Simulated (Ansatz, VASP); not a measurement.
## One calculation of Al2Au, two programs

INCAR

```
  PREC = Accurate
  ENCUT = 520
  EDIFF = 1E-6
  ISMEAR = 0
  SIGMA = 0.1
  LREAL = F
  LASPH = T
  NELM = 60
  ALGO = Normal
  ISIF = 2
  LWAVE = F
  LCHARG = F
  GGA = PE
  NBANDS = 16
```

Contents of KPOINTS:

```
Automatic mesh
0
Gamma
  12 12 12
```

The input POSCAR:

```
Al2Au
1.0
    0.0000000000      3.0603959932      3.0603959932
    3.0603959932      0.0000000000      3.0603959932
    3.0603959932      3.0603959932      0.0000000000
Al Au
2 1
Direct
    0.2500000000      0.2500000000      0.2500000000
    0.7500000000      0.7500000000      0.7500000000
    0.0000000000      0.0000000000      0.0000000000
```

Input for Ansatz:

```yaml
crystal:
  lattice:
    - [0.0, 3.0603959932, 3.0603959932]
    - [3.0603959932, 0.0, 3.0603959932]
    - [3.0603959932, 3.0603959932, 0.0]
  atoms:
    - { symbol: Al, position: [0.25, 0.25, 0.25] }
    - { symbol: Al, position: [0.75, 0.75, 0.75] }
    - { symbol: Au, position: [0.0, 0.0, 0.0] }
basis:
  ecutwfc: 420
  precision: f64
kpoints:
  mp_grid: { grid: [12, 12, 12] }
hamiltonian:
  xc: pbe
scf:
  occupations: { method: gaussian, width: 0.1 }
  eigensolver: { kind: davidson }
output:
  forces: true
  eigenvalues: true
  stress: true
```

Alike in both runs: task single point; functional PBE; k mesh 12 × 12 × 12; occupations gaussian, width 0.1 eV; no spin polarisation.

|  | VASP | Ansatz |
| --- | --- | --- |
| version | VASP 6.6.1 | Ansatz 0.2.0 |
| potentials or method | VASP PAW PBE potentials, release 64 (Al, Au) | scalar-relativistic, plane waves, PAW |
| plane-wave cutoff (eV) | 520 | 420 |
| valence electrons in the cell | 17 | 25 |

```csv
,VASP,Ansatz,Ansatz less VASP
gap on the k mesh at the Fermi level (eV),none,none,-
pressure (GPa),-3.1,-2.9,+0.20
```

A gap of «none» marks a metal or a gap that the smearing closes. The functional is the same, so the differences come from potentials, cutoffs and numerics. The two sets of potentials don't hold the same shells in valence.

Spin-orbit coupling is left out, which matters for the levels of Au.
